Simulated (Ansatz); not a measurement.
Rock-salt NaBr was calculated with Hartree–Fock (plane waves, PAW; Ansatz, a quantum-chemistry and plane-wave program).

Settings: plane-wave cutoff 460 eV, 8×8×8 k mesh, Fermi–Dirac smearing 0.01 eV, scalar-relativistic PAW data made under PBE.

The cell is scaled about its equilibrium volume:

```
V (Å³/atom)  P (GPa)  direct gap at Γ (eV)
-----------  -------  --------------------
27.712          1.01                11.951
28.696          0.30                11.799
29.170          0.00                11.730
29.899         -0.41                11.628
30.629         -0.76                11.532
```

A straight line through the gaps at Γ against ln V gives a volume deformation potential dE_g(Γ)/d ln V of -4.2 eV: the gap at Γ widens under compression.

Measured, for comparison: band gap 7.1 eV (temperature not stated, not corrected to a static lattice; as tabulated in Aguado et al. (1998), arXiv:cond-mat/9809176).

Spin–orbit coupling is not included.
